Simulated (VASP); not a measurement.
Here is a VASP 6.6.1 calculation.

The input INCAR:

```
PREC = Accurate
ENCUT = 600
EDIFF = 1E-7
ISMEAR = 1
SIGMA = 0.1
LREAL = False
LASPH = True
NELM = 80
ALGO = Normal
ISIF = 3
LWAVE = False
LCHARG = False
GGA = PE
IBRION = 2
NSW = 90
EDIFFG = -0.005
```

Contents of KPOINTS:

```
regular mesh
0
Gamma
  16 16 16
```

The input POSCAR:

```
Ag                                      
1.0
    0.0000000000      2.0728699247      2.0728699247
    2.0728699247      0.0000000000      2.0728699247
    2.0728699247      2.0728699247      0.0000000000
  Ag            
     1
Direct
     0.0000000000000000    0.0000000000000000    0.0000000000000000
```

Potentials or basis: VASP PAW PBE potentials, release 64 (Ag).

Launch:

```bash
$ cat potpaw_PBE.64/Ag/POTCAR > POTCAR
$ mpirun -np 1 vasp_std > vasp.out
```

Problem. Estimate the band gap on the k mesh.

Solution. None (metal or under the smearing width).

Final structure:
```cif
data_structure
_symmetry_space_group_name_H-M 'P 1'
_symmetry_Int_Tables_number 1
_cell_length_a 2.9315
_cell_length_b 2.9315
_cell_length_c 2.9315
_cell_angle_alpha 60.000
_cell_angle_beta 60.000
_cell_angle_gamma 60.000
_cell_volume 17.81
loop_
_atom_site_label
_atom_site_type_symbol
_atom_site_fract_x
_atom_site_fract_y
_atom_site_fract_z
_atom_site_occupancy
Ag1 Ag 0.00000 0.00000 0.00000 1
```

Caveat: the relaxation stopped at its first step, so nothing moved.
